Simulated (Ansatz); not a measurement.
Density of states of Cu₂O (Pn-3m, a = 4.246 Å, b = 4.246 Å, c = 4.246 Å, α = 90.00°, β = 90.00°, γ = 90.00°), in states per eV and primitive cell, averaged over bins of 0.3 eV. Computed with DFT r2SCAN, scalar-relativistic, plane waves, PAW in Ansatz.

Plane waves to 500 eV, a k mesh through Γ of 6×6×6 on the computed 6-atom cell and Gaussian smearing (0.02 eV); no spin polarisation.

The cell is relaxed at this level. The states (both spins) are summed by tetrahedra on a 9×9×9 mesh at the self-consistent density. Energies are bin centres; the table starts no lower than −8 eV and ends at 6 eV, or lower where the solved bands end.

The gap is 0.79 eV at this level, with the zero inside it.

```tsv
E − E_F (eV)	total	Cu 3d	O 2p	Cu 4s	O 2s
-7.90	9.84	2.15	6.37	1.26	0.02
-7.60	5.62	1.36	3.69	0.51	0.03
-7.30	3.75	0.83	2.58	0.25	0.05
-7.00	2.85	0.61	2.03	0.14	0.04
-6.70	3.34	0.68	2.48	0.10	0.03
-6.40	10.11	1.82	7.96	0.09	0.02
-6.10	3.28	0.57	2.63	0.03	0.01
-5.80	1.04	0.11	0.90	0.01	0.00
-5.50	0.09	0.00	0.09	0.00	0.00
-5.20	0.03	0.01	0.00	0.01	0.00
-4.90	0.31	0.14	0.04	0.13	0.00
-4.60	0.69	0.36	0.05	0.27	0.01
-4.30	1.14	0.67	0.03	0.42	0.01
-4.00	2.22	1.47	0.02	0.70	0.01
-3.70	4.00	3.24	0.01	0.73	0.00
-3.40	11.19	10.29	0.04	0.81	0.00
-3.10	10.83	10.37	0.17	0.21	0.00
-2.80	24.44	23.94	0.19	0.22	0.02
-2.50	23.38	22.99	0.16	0.14	0.02
-2.20	25.65	24.61	0.68	0.22	0.03
-1.90	8.61	7.13	1.07	0.30	0.03
-1.60	5.98	4.40	0.92	0.55	0.01
-1.30	2.08	1.50	0.23	0.29	0.03
-1.00	8.65	6.05	1.33	1.13	0.04
-0.70	3.74	2.56	0.73	0.40	0.01
-0.40	0.43	0.28	0.09	0.05	0.00
-0.10	0.00	0.00	0.00	0.00	0.00
0.20	0.00	0.00	0.00	0.00	0.00
0.50	0.10	0.05	0.00	0.02	0.02
0.80	0.32	0.15	0.02	0.08	0.06
1.10	0.51	0.21	0.06	0.13	0.09
1.40	0.84	0.28	0.12	0.22	0.12
1.70	2.43	0.55	0.28	0.84	0.26
2.00	3.12	0.59	0.39	1.05	0.27
2.30	2.34	0.35	0.30	0.72	0.12
2.60	3.50	0.49	0.50	0.93	0.12
2.90	2.55	0.30	0.36	0.55	0.04
3.20	2.18	0.21	0.30	0.39	0.01
3.50	2.04	0.20	0.30	0.44	0.00
3.80	1.08	0.12	0.18	0.36	0.00
4.10	1.60	0.11	0.17	0.54	0.02
4.40	1.26	0.06	0.10	0.36	0.01
4.70	0.98	0.05	0.08	0.31	0.00
5.00	1.98	0.12	0.24	0.79	0.01
5.30	1.49	0.06	0.13	0.51	0.01
5.60	1.48	0.05	0.10	0.47	0.01
```

The columns after the total are the main Löwdin projections on the occupied valence shells of the potentials; 1 other is left out. The rest of the total lies in those, in shells that are empty in the free atom, which aren't projected, and between the atoms.

A ferromagnetic start lost its moments in a first run, so spin was left out; other magnetic orders weren't tried.

Cost: 1 run of about 2.5 core-minutes, on Arm Neoverse N1 (shared hosts).